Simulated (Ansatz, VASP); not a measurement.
**C215N (N_C) in two plane-wave programs**

One calculation is typed for both programs; each brings its own data sets. How far apart do they land? The cell is taken from a series of runs on this material, whose earlier steps may have relaxed, scaled, displaced or heated it; both programs get it as it stands.

Program: Ansatz 0.2.0. Level of theory: plane waves, with VASP 6.6.1 beside it; single point at LDA. Results are calculated unless marked as measured.

### 1. Starting point

The cell holds 216 atoms: 215 C and 1 N. Its edges and angles: a = 10.595 Å, b = 10.595 Å, c = 10.595 Å, α = 90.0°, β = 90.0°, γ = 90.0°. It derives from C (C (Fd-3m)). Nearest the centre at fractional (0.417, 0.417, 0.417): N216 at 0.15 Å, C107 at 1.53 Å, C105 at 1.53 Å, C106 at 1.53 Å, C108 at 1.69 Å, C88 at 2.48 Å, C110 at 2.48 Å, C78 at 2.48 Å.

### 2. Ansatz: single point, LDA

Ansatz runs on its default PAW (the set named soft_2) files.

A single point gives forces, pressure and levels at one fixed geometry, so differences don't come from the geometry; what else differs is listed under the comparison.

File input.yaml:

```yaml
crystal:
  lattice:
    - [10.59518816, 0.0, 0.0]
    - [0.0, 10.59518816, 0.0]
    - [0.0, 0.0, 10.59518816]
  atoms:
    - { symbol: C, position: [-0.00032609938, -3.604712e-05, 0.00020430732] }
    - { symbol: C, position: [-0.00036664893, 0.16665057915, 0.16690835697] }
    - { symbol: C, position: [0.16635947955, -7.544584e-05, 0.16690713872] }
    - { symbol: C, position: [0.16630668315, 0.16659636319, 0.00046636689] }
    - { symbol: C, position: [0.08297880796, 0.08326979043, 0.08365076399] }
    - { symbol: C, position: [0.08291067474, 0.24983250287, 0.25043837747] }
    - { symbol: C, position: [0.24954254263, 0.08320189356, 0.25043768072] }
    - { symbol: C, position: [0.24976759547, 0.25005578545, 0.08388686726] }
    - { symbol: C, position: [-0.00040106381, -0.00010892992, 0.33355412567] }
    - { symbol: C, position: [-0.0007399095, 0.16639288252, 0.50029776195] }
    - { symbol: C, position: [0.16610418268, -0.00045179949, 0.50029745468] }
    - { symbol: C, position: [0.16564474949, 0.16593491017, 0.3336835048] }
    - { symbol: C, position: [0.08261083991, 0.0829014811, 0.41702008136] }
    - { symbol: C, position: [0.08236559496, 0.24953865935, 0.58389479006] }
    - { symbol: C, position: [0.249249096, 0.08265481345, 0.58389466471] }
    - { symbol: C, position: [0.24827552793, 0.24856659268, 0.41769239332] }
    - { symbol: C, position: [-0.00050176239, -0.00021413495, 0.66688438344] }
    - { symbol: C, position: [-0.00050227125, 0.16655017885, 0.8336452308] }
    - { symbol: C, position: [0.16626075009, -0.00021267247, 0.83364580621] }
    - { symbol: C, position: [0.16598844994, 0.16627893279, 0.66715502753] }
    - { symbol: C, position: [0.08277764252, 0.08306721432, 0.75036713254] }
    - { symbol: C, position: [0.0828998758, 0.24987271374, 0.91712043464] }
    - { symbol: C, position: [0.24958313104, 0.08318935961, 0.91712007601] }
    - { symbol: C, position: [0.24925012466, 0.24953886148, 0.7507777292] }
    - { symbol: C, position: [-0.00022468292, 0.33326838125, 0.00038528832] }
    - { symbol: C, position: [-0.00016333362, 0.49996613961, 0.16688553313] }
    - { symbol: C, position: [0.16681950787, 0.33313623925, 0.16753973235] }
    - { symbol: C, position: [0.1665225986, 0.49993712661, 0.00038816615] }
    - { symbol: C, position: [0.08334317694, 0.41668191428, 0.08390138803] }
    - { symbol: C, position: [0.08315100269, 0.58325673425, 0.25017779407] }
    - { symbol: C, position: [0.25047228995, 0.41710408576, 0.25137985789] }
    - { symbol: C, position: [0.2499516173, 0.58324959407, 0.08369846835] }
    - { symbol: C, position: [-0.00050658478, 0.33321086678, 0.3335868812] }
    - { symbol: C, position: [-0.00050652367, 0.49984627243, 0.50022235173] }
    - { symbol: C, position: [0.16531219347, 0.33271277755, 0.50071956015] }
    - { symbol: C, position: [0.16630336558, 0.49973878127, 0.33369552212] }
    - { symbol: C, position: [0.0826557261, 0.41639166437, 0.4170420343] }
    - { symbol: C, position: [0.08291231611, 0.58299526463, 0.5836002144] }
    - { symbol: C, position: [0.24827749424, 0.41573932017, 0.58486631044] }
    - { symbol: C, position: [0.25047369041, 0.5820522623, 0.41632927417] }
    - { symbol: C, position: [-0.00074006887, 0.33313642574, 0.66703921065] }
    - { symbol: C, position: [-0.0003993078, 0.49987859501, 0.83354411035] }
    - { symbol: C, position: [0.1661034145, 0.33313758324, 0.83388377919] }
    - { symbol: C, position: [0.16564771226, 0.49974856925, 0.66749791466] }
    - { symbol: C, position: [0.08261353917, 0.41641339855, 0.75053254697] }
    - { symbol: C, position: [0.08309756911, 0.58320966013, 0.91688168749] }
    - { symbol: C, position: [0.24963691491, 0.41654187307, 0.91705767348] }
    - { symbol: C, position: [0.24954557565, 0.58299511517, 0.75023107844] }
    - { symbol: C, position: [-0.00012967845, 0.6666502481, 8.543527e-05] }
    - { symbol: C, position: [-0.0001291352, 0.83334834571, 0.16678318639] }
    - { symbol: C, position: [0.16655748728, 0.66656021989, 0.16687352035] }
    - { symbol: C, position: [0.16643214697, 0.83325547441, 0.00017804846] }
    - { symbol: C, position: [0.08318609507, 0.74994904125, 0.08348551445] }
    - { symbol: C, position: [0.08309643631, 0.91655208928, 0.25022280558] }
    - { symbol: C, position: [0.24995266039, 0.74973424152, 0.25018485524] }
    - { symbol: C, position: [0.24970525047, 0.91662849525, 0.083587414] }
    - { symbol: C, position: [-0.00016417432, 0.66654788965, 0.33346794877] }
    - { symbol: C, position: [-0.0002251372, 0.83304817544, 0.50016496487] }
    - { symbol: C, position: [0.16682058025, 0.66589246676, 0.50029669055] }
    - { symbol: C, position: [0.16652060809, 0.83304686692, 0.33349746972] }
    - { symbol: C, position: [0.08334209536, 0.74953200817, 0.41675204321] }
    - { symbol: C, position: [0.08289863026, 0.91631203752, 0.58356216162] }
    - { symbol: C, position: [0.2497683593, 0.74954592911, 0.58337757229] }
[... 37 lines left out ...]
    - { symbol: C, position: [0.49981567713, 0.50010653313, -1.360487e-05] }
    - { symbol: C, position: [0.41649241646, 0.41678309591, 0.0836164431] }
    - { symbol: C, position: [0.41766806268, 0.5843593963, 0.24907593776] }
    - { symbol: C, position: [0.58406934498, 0.41795997565, 0.24907378147] }
    - { symbol: C, position: [0.5834325881, 0.58372198887, 0.0827613692] }
    - { symbol: C, position: [0.33165018344, 0.3319373726, 0.33610554516] }
    - { symbol: C, position: [0.33165607758, 0.49732395152, 0.50149515137] }
    - { symbol: C, position: [0.49703225259, 0.33194473795, 0.50149157596] }
    - { symbol: C, position: [0.50838591305, 0.50867510029, 0.32476072611] }
    - { symbol: "N", position: [0.40833831003, 0.40862777068, 0.42480182389] }
    - { symbol: C, position: [0.41681714652, 0.58205492467, 0.58267373428] }
    - { symbol: C, position: [0.58176479026, 0.41710531725, 0.58267190335] }
    - { symbol: C, position: [0.5840696838, 0.58436067381, 0.41547440924] }
    - { symbol: C, position: [0.33242511588, 0.33271413042, 0.66783184171] }
    - { symbol: C, position: [0.33292272218, 0.49984642769, 0.83365037427] }
    - { symbol: C, position: [0.49955612446, 0.33321204136, 0.83365116736] }
    - { symbol: C, position: [0.49944938447, 0.49973805311, 0.66684053876] }
    - { symbol: C, position: [0.41610256177, 0.41639231912, 0.75048737056] }
    - { symbol: C, position: [0.41638205991, 0.58328751335, 0.91677336719] }
    - { symbol: C, position: [0.58299587037, 0.41667240366, 0.9167733701] }
    - { symbol: C, position: [0.58296920585, 0.58325672142, 0.74999344245] }
    - { symbol: C, position: [0.33317312583, 0.66670613585, 8.589565e-05] }
    - { symbol: C, position: [0.33317248946, 0.83334787534, 0.16672872168] }
    - { symbol: C, position: [0.5000841181, 0.66803534853, 0.16539921587] }
    - { symbol: C, position: [0.49973124287, 0.83372513421, -0.0002913875] }
    - { symbol: C, position: [0.41653858044, 0.75070904221, 0.08272457667] }
    - { symbol: C, position: [0.41638143264, 0.91666112942, 0.25014828298] }
    - { symbol: C, position: [0.58343154068, 0.75067348553, 0.24971138717] }
    - { symbol: C, position: [0.58307852944, 0.91694969952, 0.08330259591] }
    - { symbol: C, position: [0.33373907165, 0.66626318807, 0.3333904823] }
    - { symbol: C, position: [0.33304943086, 0.83302671223, 0.50009505836] }
    - { symbol: C, position: [0.49975506802, 0.6662642052, 0.49940542898] }
    - { symbol: C, position: [0.49981626534, 0.83344833601, 0.33332708819] }
    - { symbol: C, position: [0.41649287825, 0.74981598403, 0.41665146129] }
    - { symbol: C, position: [0.41625193566, 0.9163761114, 0.58350832052] }
    - { symbol: C, position: [0.58295867592, 0.74973587709, 0.58319177838] }
    - { symbol: C, position: [0.58299573219, 0.91666121878, 0.41676209076] }
    - { symbol: C, position: [0.33284932583, 0.66589427337, 0.66632516922] }
    - { symbol: C, position: [0.33297809254, 0.83304869968, 0.83336949241] }
    - { symbol: C, position: [0.49967746122, 0.66654859534, 0.83330809503] }
    - { symbol: C, position: [0.49964644291, 0.83304713328, 0.6666229879] }
    - { symbol: C, position: [0.41639243369, 0.74953453521, 0.74980248818] }
    - { symbol: C, position: [0.41637496529, 0.91673444978, 0.91670043053] }
    - { symbol: C, position: [0.58307957614, 0.75013030304, 0.91648398593] }
    - { symbol: C, position: [0.58291969656, 0.91655279149, 0.75004709143] }
    - { symbol: C, position: [0.66636120916, 0.00015972349, 8.45664e-05] }
    - { symbol: C, position: [0.66627025444, 0.16684909529, 0.16687349809] }
    - { symbol: C, position: [0.83305716676, 0.00015938242, 0.16678286185] }
    - { symbol: C, position: [0.83296527664, 0.16672179637, 0.00017778377] }
    - { symbol: C, position: [0.74965799066, 0.08347470736, 0.0834842534] }
    - { symbol: C, position: [0.74944358008, 0.25024207362, 0.25018398911] }
    - { symbol: C, position: [0.91626161543, 0.083386339, 0.25022410318] }
    - { symbol: C, position: [0.91633740194, 0.24999557518, 0.08358773228] }
    - { symbol: C, position: [0.66625727085, 0.0001260138, 0.33346697613] }
    - { symbol: C, position: [0.66560424744, 0.16710896849, 0.5002969776] }
    - { symbol: C, position: [0.83275879126, 6.434164e-05, 0.50016568932] }
    - { symbol: C, position: [0.83275546961, 0.16681081029, 0.3334985252] }
    - { symbol: C, position: [0.74924277912, 0.08363238313, 0.4167517869] }
    - { symbol: C, position: [0.74925676475, 0.25005643066, 0.58337722283] }
    - { symbol: C, position: [0.9160238019, 0.08318765009, 0.58356229467] }
    - { symbol: C, position: [0.91608528835, 0.24992406301, 0.41689199629] }
    - { symbol: C, position: [0.66623620555, -7.509419e-05, 0.66678377174] }
    - { symbol: C, position: [0.6662355126, 0.16664954234, 0.83350920657] }
    - { symbol: C, position: [0.83294021008, -3.681467e-05, 0.83347044026] }
    - { symbol: C, position: [0.8326786236, 0.16659557244, 0.66683740816] }
    - { symbol: C, position: [0.74949341305, 0.08326921727, 0.75016441364] }
    - { symbol: C, position: [0.74955765485, 0.24999573229, 0.91680671475] }
    - { symbol: C, position: [0.91624857989, 0.08327838596, 0.91689529095] }
    - { symbol: C, position: [0.91602390257, 0.24987219308, 0.75024472371] }
    - { symbol: C, position: [0.66641535416, 0.3334631278, 8.756448e-05] }
    - { symbol: C, position: [0.66774575199, 0.50037437761, 0.16539796396] }
    - { symbol: C, position: [0.83305703721, 0.33346379237, 0.16672878287] }
    - { symbol: C, position: [0.83343527132, 0.50002119696, -0.00029274021] }
    - { symbol: C, position: [0.75041811645, 0.41682878671, 0.08272562747] }
    - { symbol: C, position: [0.75038380941, 0.58372244432, 0.24971046428] }
    - { symbol: C, position: [0.91637043228, 0.4166721642, 0.25014797895] }
    - { symbol: C, position: [0.91666030564, 0.58336847976, 0.0833027374] }
    - { symbol: C, position: [0.66597209721, 0.33402865328, 0.33339056052] }
    - { symbol: C, position: [0.66597448323, 0.50004322975, 0.49940533892] }
    - { symbol: C, position: [0.83273728207, 0.33333950381, 0.50009394586] }
    - { symbol: C, position: [0.83315815926, 0.5001047597, 0.33332737171] }
    - { symbol: C, position: [0.74952637827, 0.41678263467, 0.41665109223] }
    - { symbol: C, position: [0.74944558984, 0.5832493073, 0.58319135861] }
    - { symbol: C, position: [0.91608747999, 0.41654102174, 0.58350886793] }
    - { symbol: C, position: [0.91637148551, 0.58328650846, 0.41676232652] }
    - { symbol: C, position: [0.66560418652, 0.33313577747, 0.6663251092] }
    - { symbol: C, position: [0.66625938532, 0.4999675515, 0.83330690142] }
    - { symbol: C, position: [0.83275922056, 0.33326830943, 0.83336914395] }
    - { symbol: C, position: [0.83275626821, 0.49993631674, 0.66662265233] }
    - { symbol: C, position: [0.74924449004, 0.41668204611, 0.74980299713] }
    - { symbol: C, position: [0.74984214237, 0.58336908987, 0.91648496512] }
    - { symbol: C, position: [0.91644328579, 0.41666424373, 0.91670065582] }
    - { symbol: C, position: [0.91626346216, 0.5832104089, 0.75004686957] }
    - { symbol: C, position: [0.66658490677, 0.66687346526, -0.00033020391] }
    - { symbol: C, position: [0.66658498656, 0.83376375093, 0.16655804178] }
    - { symbol: C, position: [0.83347496139, 0.66687348247, 0.16655926832] }
    - { symbol: C, position: [0.83311302654, 0.83340368795, 3.072583e-05] }
    - { symbol: C, position: [0.74987680593, 0.75016782687, 0.08326779294] }
    - { symbol: C, position: [0.74984049836, 0.91695016318, 0.25006551528] }
    - { symbol: C, position: [0.91665981838, 0.75013075192, 0.25006592898] }
    - { symbol: C, position: [0.91640911584, 0.91669865284, 0.08347868005] }
    - { symbol: C, position: [0.6677458245, 0.6680356055, 0.33305905922] }
    - { symbol: C, position: [0.66641456633, 0.8333472218, 0.49997126025] }
    - { symbol: C, position: [0.83305697794, 0.66670405712, 0.49997183632] }
    - { symbol: C, position: [0.83343550651, 0.83372513252, 0.33341310216] }
    - { symbol: C, position: [0.75041832217, 0.75070885416, 0.41660458869] }
    - { symbol: C, position: [0.74955681388, 0.91662650274, 0.58343821717] }
    - { symbol: C, position: [0.91633689777, 0.74984631008, 0.58343923094] }
    - { symbol: C, position: [0.91644341984, 0.91673190271, 0.41676914381] }
    - { symbol: C, position: [0.66627074675, 0.66656015863, 0.66658682158] }
    - { symbol: C, position: [0.66636148427, 0.83334912575, 0.83327388929] }
    - { symbol: C, position: [0.83305942504, 0.66665187903, 0.83327424208] }
    - { symbol: C, position: [0.83296570217, 0.83325505612, 0.66671077659] }
    - { symbol: C, position: [0.74965842989, 0.74994897459, 0.74995812825] }
    - { symbol: C, position: [0.74966587608, 0.91669934064, 0.91673479208] }
    - { symbol: C, position: [0.91641072663, 0.74995645279, 0.91673345256] }
    - { symbol: C, position: [0.91624915674, 0.91653872772, 0.75015670331] }
  host:
    repeats: [3, 3, 3]
    atoms:
      - { symbol: C, position: [0.0, 0.0, 0.0] }
      - { symbol: C, position: [0.0, 0.5, 0.5] }
      # ... 6 more atoms of the perfect host
basis:
  ecutwfc: 420
  xc_grid: 2
hamiltonian:
  xc: lda
kpoints:
  mp_grid: { grid: [1, 1, 1] }
magnetization:
  spin_polarized: true
  initial_magnetization: 1
  spin_locking: { lock_magnetization: hard }
scf:
  occupations: { method: fermi_dirac, width: 0.01 }
  max_iter: 60
output:
  forces: true
  charged_corrections:
    epsilon: 5.87
    static_epsilon: 5.87
    defect_position: [0.416667, 0.416667, 0.416667]
checkpoint:
  read: "../q0_M1.relax_smeared.run"
  write: "../cc1.q0_M1.l0.33.run"
  compress: false
  write_wavefunctions: false
  write_every: 100000
```

The run is started by

```bash
ansatz run input.yaml --threads 4 --pin off --max-ram 18841MiB --backend cpu --events-out ev --progress --plain --runs-dir out
```

Output:

```text
Warning: the atoms were moved onto the symmetric positions of the space group found under crystal.symmetry.tolerance 1.0e-5 (fractional; no operation is sought that the atoms, as they stand in a round, miss by more than twice it, and no atom is moved by as much as it), and the run uses the moved positions. Before a round's move an operation carried an atom to 1.09e-4 Å from where it should land, the largest such dist [...]
[...]
k-point 0 ↓: bands = ["-8.2409", "-7.6031", "-7.0938", "-7.0938", "-7.0674", "-7.0674", "-7.0625", "-6.5564", "-6.0914", "-6.0914", "-6.0590", "-6.0590", "-6.0550", "-6.0423", "-6.0410", "-6.0410", "-6.0300", "-6.0300", "-6.0168", "-5.3271", "-5.0591", "-5.0591", "-5.0465", "-5.0389", "-5.0365", "-5.0365", "-5.0123", "-4.3566", "-4.0449", "-4.0449", "-4.0180", "-4.0180", "-4.0072", "-3.6762", "-3.1708", "-3.1708",  [...]
```

[end of part 1 of 2]

[Lines on the potential files, build, host, timing and source positions are cut from VASP's logs without a mark.]

[Logs are printed without paths, hosts, clocks, repeated set-up lines and the standing remarks that a program may print on its own settings, such as how far it seeks lower states.]

[Hosts, paths, dates, database ids (printed as entryN), source tags and the programs' standing remarks are cut or masked in the printed files.]
